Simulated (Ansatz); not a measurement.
# Pt: the cost of one run

Method: DFT PBE, scalar-relativistic, plane waves, PAW, in Ansatz 0.2.0.

**1. Starting point**

Symmetry: I4/mmm, No. 139, tetragonal system. The conventional cell has a = 2.786 Å, b = 2.786 Å, c = 4.239 Å, α = 90.00°, β = 90.00°, γ = 90.00°. Pt (site symmetry 4/mmm) has 12 Pt at 2.79 to 2.89 Å as nearest neighbours.

Coordinates:

```
CELL_PARAMETERS angstrom
-1.39316 1.39316 2.11950
1.39316 -1.39316 2.11950
1.39316 1.39316 -2.11950
ATOMIC_POSITIONS crystal
Pt 0.00000 0.00000 0.00000
```

This is candidate A: indium (bct) type (I4/mmm, No. 139).

(A quick probe on a coarse mesh, which set the mesh and smearing, is not shown.)

**3. Coarse relaxation (candidate A)**

Contents of input.yaml:

```yaml
crystal:
  lattice:
    - [-1.3931646063, 1.3931646063, 2.1194967117]
    - [1.3931646063, -1.3931646063, 2.1194967117]
    - [1.3931646063, 1.3931646063, -2.1194967117]
  atoms:
    - { symbol: Pt, position: [0.0, 0.0, 0.0] }
basis:
  ecutwfc: 420
kpoints:
  mp_grid: { grid: [8, 8, 8] }
hamiltonian:
  xc: pbe
scf:
  occupations: { method: gaussian, width: 0.1 }
  lower_state_search: "off"
output:
  forces: true
  stress: true
  eigenvalues: true
relax:
  adjacent_minimum: "off"
  f_tol: 0.04
  max_steps: 70
  cell: { stress_tol: 0.4 }
```

What time and memory should one allow on 1 thread of an x86-64 CPU, shared host?

About 2.8 s, with a peak of 0.33 GiB.
